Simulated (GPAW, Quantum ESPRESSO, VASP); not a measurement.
# FeSi: programs and potentials compared

```xyz
8
Lattice="4.5507 0.0000 0.0000 0.0000 4.5507 0.0000 0.0000 0.0000 4.5507" Properties=species:S:1:pos:R:3 pbc="T T T"
Fe    3.9294    2.8966    1.6541
Fe    2.8966    1.6541    3.9294
Fe    1.6541    3.9294    2.8966
Fe    0.6213    0.6213    0.6213
Si    0.7172    1.5582    2.9925
Si    1.5582    2.9925    0.7172
Si    2.9925    0.7172    1.5582
Si    3.8335    3.8335    3.8335
```

Alike in all runs: task single point; functional PBEsol; k mesh 6 × 6 × 6; occupations fermi-dirac, width 0.05 eV; collinear spin, ferromagnetic start; no spin-orbit coupling. Pressure is positive in compression and, in plane waves, holds the error of the finite cutoff.

| program and potentials | plane-wave cutoff (eV) | notes | band gap (eV) | pressure (GPa) | net moment per atom (μB) | largest force (eV/Å) |
| --- | --- | --- | --- | --- | --- | --- |
| GPAW, PAW data sets generated for this functional | 600 | 6 valence electrons an atom on average | no gap | -14.66 | 0.45 | 0.063 |
| Quantum ESPRESSO, GBRV 1.5 PBEsol | 762 | 10 valence electrons an atom on average | no gap | -16.57 | 0.47 | 0.071 |
| VASP, PBE PAW files Fe, Si, 520 eV | 520 | potentials made for PBE; 6 valence electrons an atom on average | no gap | -16.45 | 0.45 | 0.054 |

Force on atom 8 (Si), eV/Å:

```tsv
program and potentials	x	y	z
GPAW, PAW data sets generated for this functional	0.037	0.037	0.037
Quantum ESPRESSO, GBRV 1.5 PBEsol	0.041	0.041	0.041
VASP, PBE PAW files Fe, Si, 520 eV	0.030	0.030	0.030
```

None finds a gap. The pressure spans -16.57 (Quantum ESPRESSO, GBRV 1.5 PBEsol) to -14.66 GPa (GPAW, PAW data sets generated for this functional). The net moment per atom spans 0.45 (VASP, PBE PAW files Fe, Si, 520 eV) to 0.47 μB (Quantum ESPRESSO, GBRV 1.5 PBEsol). The cell lies far from this level's equilibrium. The state is the one that the start led to, which needn't be the lowest.

The functional is the same throughout but for its coding, so the spread measures potentials, basis and numerics; runs on potential files found faulty are left out.
